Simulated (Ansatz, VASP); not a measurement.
# Cross-check of ZnO (zincite) between VASP and Ansatz, part 2 of 2

One calculation is typed for both programs; each brings its own data sets and cutoff. How far apart do they land?

VASP 6.6.1 and Ansatz 0.2.0.

So far. Step 2 (Ansatz: single point, HSE06): The run ends at a pressure of 0.51 GPa, with forces up to 0.079 eV/Å.

## 3. VASP: single point, HSE06

Level of this step: HSE06; plane waves and PAW (Zn, O) (VASP).

The same cell, functional, mesh and smearing now go to VASP, with its own data sets and cutoff.

Lines of VASP's logs that name or quote its potential files are left out, and so is its time.

The run reads the wave functions of an earlier VASP run, which isn't shown here.

Input file INCAR:

```
SYSTEM = ZnO
PREC = Accurate
ENCUT = 420
EDIFF = 1E-08
NELM = 100
ISMEAR = 0
SIGMA = 0.01
LREAL = .FALSE.
ALGO = Normal
LHFCALC = .TRUE.
AEXX = 0.25
GGA = PE
HFSCREEN = 0.2
LASPH = .TRUE.
NBANDS = 24
PRECFOCK = Fast
LORBIT = 11
LWAVE = .TRUE.
LCHARG = .FALSE.
KPAR = 8
```

Input file POSCAR:

```
ZnO
1.0
    3.2493080000      0.0000000000      0.0000000000
   -1.6246540000      2.8139832727      0.0000000000
    0.0000000000      0.0000000000      5.2057090000
Zn O
2 2
Direct
    0.6666666667      0.3333333333      0.0000000000
    0.3333333333      0.6666666667      0.5000000000
    0.3333333333      0.6666666667      0.8790100000
    0.6666666667      0.3333333333      0.3790100000
```

Input file KPOINTS:

```
Automatic mesh
0
Gamma
6 6 4
0 0 0
```

The projector-augmented-wave data sets are Zn and O (PBE family, release 64).

On the command line:

```console
mpirun -np 8 vasp_std
```

Numbers of over 12 decimals in the logs are rounded to 6 here.

Log:

```text
[banner, memory and clock lines left out]
running    8 mpi-ranks, on    1 nodes
 distrk:  each k-point on    1 cores,    8 groups
 distr:  one band on    1 cores,    1 groups

 POSCAR found type information on POSCAR ZnO
 POSCAR found :  2 types and       4 ions
|                                                                             |
|           W    W    AA    RRRRR   N    N  II  N    N   GGGG   !!!           |
|           W    W   A  A   R    R  NN   N  II  NN   N  G    G  !!!           |
|           W    W  A    A  R    R  N N  N  II  N N  N  G       !!!           |
|           W WW W  AAAAAA  RRRRR   N  N N  II  N  N N  G  GGG   !            |
|           WW  WW  A    A  R   R   N   NN  II  N   NN  G    G                |
|           W    W  A    A  R    R  N    N  II  N    N   GGGG   !!!           |
|                                                                             |
|     For optimal performance we recommend to set                             |
|       NCORE = 2 up to number-of-cores-per-socket                            |
|     NCORE specifies how many cores store one orbital (NPAR=cpu/NCORE).      |
|     This setting can greatly improve the performance of VASP for DFT.       |
|     The default, NCORE=1 might be grossly inefficient on modern             |
|     multi-core architectures or massively parallel machines. Do your        |
|     Unfortunately you need to use the default for GW and RPA                |
|     calculations (for HF NCORE is supported but not extensively tested      |
|     yet).                                                                   |
|                                                                             |

 LDA part: xc-table for (Slater+PW92), standard interpolation
 found WAVECAR, reading the header
 POSCAR, INCAR and KPOINTS ok, starting setup
 FFT: planning ... GRIDC
 FFT: planning ... GRID_SOFT
 FFT: planning ... GRID
 reading WAVECAR
 the WAVECAR file was read successfully
 initial charge from wavefunction
 entering main loop
       N       E                     dE             d eps       ncg     rms          rms(c)
DAV:   1    -0.229281205293E+02   -0.22928E+02   -0.27218E+00  1176   0.471E+01    0.364E+00
DAV:   2    -0.227915887606E+02    0.13653E+00   -0.84888E-01  1264   0.156E+01    0.113E+00
DAV:   3    -0.227882317025E+02    0.33571E-02   -0.11327E-01  1368   0.500E+00    0.557E-01
DAV:   4    -0.227888552992E+02   -0.62360E-03   -0.68496E-03  1216   0.811E-01    0.318E-01
DAV:   5    -0.227881258248E+02    0.72947E-03   -0.12535E-03  1064   0.328E-01    0.159E-01
DAV:   6    -0.227879677373E+02    0.15809E-03   -0.14953E-04  1448   0.196E-01    0.916E-02
DAV:   7    -0.227879027505E+02    0.64987E-04   -0.30380E-05  1576   0.950E-02    0.552E-02
DAV:   8    -0.227878862084E+02    0.16542E-04   -0.19977E-05  1184   0.407E-02    0.339E-02
DAV:   9    -0.227878814024E+02    0.48060E-05   -0.39100E-06  1120   0.233E-02    0.202E-02
DAV:  10    -0.227878799575E+02    0.14449E-05   -0.12617E-06  1104   0.106E-02    0.118E-02
DAV:  11    -0.227878796269E+02    0.33055E-06   -0.45407E-07  1120   0.654E-03    0.705E-03
DAV:  12    -0.227878795434E+02    0.83471E-07   -0.21328E-07  1128   0.402E-03    0.434E-03
DAV:  13    -0.227878795358E+02    0.76679E-08   -0.74652E-08  1104   0.234E-03
   1 F= -.22787880E+02 E0= -.22787880E+02  d E =-.259534E-23
 writing wavefunctions
```

OUTCAR, selected parts (step 3):

```text
ion  position               nearest neighbor table
   1  0.667  0.333  0.000-   4 1.97   3 1.98   3 1.98   3 1.98
   2  0.333  0.667  0.500-   3 1.97   4 1.98   4 1.98   4 1.98
   3  0.333  0.667  0.879-   2 1.97   1 1.98   1 1.98   1 1.98
   4  0.667  0.333  0.379-   1 1.97   2 1.98   2 1.98   2 1.98

  LATTYP: Found a hexagonal cell.
 ALAT       =     3.2493080000
 C/A-ratio  =     1.6020977390

 Subroutine GETGRP returns: Found 12 space group operations
 (whereof  6 operations were pure point group operations)

The static configuration has the point symmetry C_3v.
 The point group associated with its full space group is C_6v.

 Found     21 irreducible k-points:

   k-points           NKPTS =     21   k-points in BZ     NKDIM =    144   number of bands    NBANDS=     24

   dimension x,y,z NGX =    24 NGY =   24 NGZ =   36
   dimension x,y,z NGXF=    48 NGYF=   48 NGZF=   72

   ENCUT  =  420.0 eV  30.87 Ry    5.56 a.u.   5.43  5.43  8.70*2*pi/ulx,y,z

   NELECT =      36.0000    total number of electrons

 k-points in reciprocal lattice and weights: Automatic mesh
   0.00000000  0.00000000  0.00000000       0.007
   0.16666667  0.00000000  0.00000000       0.042
   0.33333333 -0.00000000  0.00000000       0.042
   0.50000000  0.00000000  0.00000000       0.021
   0.16666667  0.16666667  0.00000000       0.042
   0.33333333  0.16666667  0.00000000       0.083
   0.33333333  0.33333333  0.00000000       0.014
   0.00000000  0.00000000  0.25000000       0.014
   0.16666667  0.00000000  0.25000000       0.083
[...]
0.33333333  0.16666667  0.50000000       0.083
   0.33333333  0.33333333  0.50000000       0.014

  exchange ACFDT corr.  =         0.00000000  see jH, gK, PRB 81, 115126

 average (electrostatic) potential at core
       1 -28.2500       2 -28.2500       3 -66.9049       4 -66.9049

 E-fermi :  -0.0071

 k-point     1 :       0.0000    0.0000    0.0000
  band No.  band energies     occupation
    ...
     14      -0.9463      2.00000
     15      -0.9463      2.00000
     16      -0.1361      2.00000
     17      -0.0740      2.00000
     18      -0.0740      2.00000
     19       2.4248      0.00000
     20       7.1419      0.00000
     21      10.2991      0.00000
     22      14.9282      0.00000
     23      14.9283      0.00000
    ...

 k-point     2 :       0.1667    0.0000    0.0000
  band No.  band energies     occupation
    ...
     14      -1.9224      2.00000
     15      -1.3207      2.00000
     16      -1.1909      2.00000
     17      -0.3425      2.00000
     18      -0.2784      2.00000
     19       3.8524      0.00000
     20       8.2275      0.00000
     21      10.2010      0.00000
     22      12.7820      0.00000
     23      14.7055      0.00000
    ...

 k-point     3 :       0.3333   -0.0000    0.0000
  band No.  band energies     occupation
    ...
     14      -3.6110      2.00000
     15      -2.5943      2.00000
     16      -2.0757      2.00000
     17      -0.9478      2.00000
     18      -0.7128      2.00000
     19       6.0606      0.00000
     20       9.5310      0.00000
     21       9.7840      0.00000
     22      10.8578      0.00000
     23      13.2491      0.00000
    ...

  energy-cutoff  :      420.00
  volume of cell :       47.60
      direct lattice vectors                 reciprocal lattice vectors
     3.249308000  0.000000000  0.000000000     0.307757836  0.177684070  0.000000000
    -1.624654000  2.813983273  0.000000000     0.000000000  0.355368139  0.000000000
     0.000000000  0.000000000  5.205709000     0.000000000  0.000000000  0.192096792

 POSITION                                       TOTAL-FORCE (eV/Angst)
 -----------------------------------------------------------------------------------
      1.62465      0.93799      0.00000        -0.000000      0.000000     -0.082537
     -0.00000      1.87599      2.60285         0.000000     -0.000000     -0.082537
     -0.00000      1.87599      4.57587         0.000000     -0.000000      0.082537
      1.62465      0.93799      1.97302        -0.000000      0.000000      0.082537
 -----------------------------------------------------------------------------------
    total drift:                               -0.000000     -0.000000      0.001439

  FREE ENERGIE OF THE ION-ELECTRON SYSTEM (eV)
  ---------------------------------------------------
  free  energy   TOTEN  =       -22.7878795358 eV

  energy  without entropy=      -22.7878795358  energy(sigma->0) =      -22.78787954

 total charge
# of ion       s       p       d       tot
------------------------------------------
    1        0.424   0.482   9.938  10.844
    2        0.424   0.482   9.938  10.844
    3        1.566   3.507   0.000   5.073
    4        1.566   3.507   0.000   5.073
--------------------------------------------------
tot          3.981   7.977  19.875  31.833

[... 3 further parts left out ...]
```

## 4. Side by side

Known differences besides the potentials themselves: exact exchange at q = 0 is treated differently, which shows on coarse meshes; VASP keeps PBE cores, Ansatz makes them for the functional; VASP takes a coarser grid for exact exchange (PRECFOCK = Fast). Total energies have different zeros and are not compared.

Both answers:

```
              quantity  Ansatz   VASP  difference
gap on the k mesh (eV)   2.544  2.499      +0.045
```

Forces (eV/Å; atoms numbered as in POSCAR):

```
atom        Ansatz x, y, z          VASP x, y, z
 Zn1  0.000, 0.000, -0.079  0.000, 0.000, -0.083
 Zn2  0.000, 0.000, -0.079  0.000, 0.000, -0.083
  O3   0.000, 0.000, 0.079   0.000, 0.000, 0.083
  O4   0.000, 0.000, 0.079   0.000, 0.000, 0.083
```

The forces differ by 2.2 meV/Å r.m.s., which is 4.6 % of the r.m.s. force of 0.05 eV/Å (both taken over all components). A gap on the mesh is an upper bound, since the band edges may lie between its points.

## 5. What came out

```
r.m.s. force difference (single point, HSE06)         : 2.2 meV/Å
difference in gap on the k mesh (single point, HSE06) : 0.045 eV
```

What this shows: The difference in gap on the k mesh is 0.045 eV (single point, HSE06), within the 0.08 eV picked in this series as the mark of a large difference. How closely two codes agree says nothing of how well the functional describes the real material.

[Lines on the potential files, build, host, timing and source positions are cut from VASP's logs without a mark.]

[Logs are printed without paths, hosts, clocks, repeated set-up lines and the standing remarks that a program may print on its own settings, such as how far it seeks lower states.]

[Hosts, paths, dates, database ids (printed as entryN), source tags and the programs' standing remarks are cut or masked in the printed files.]
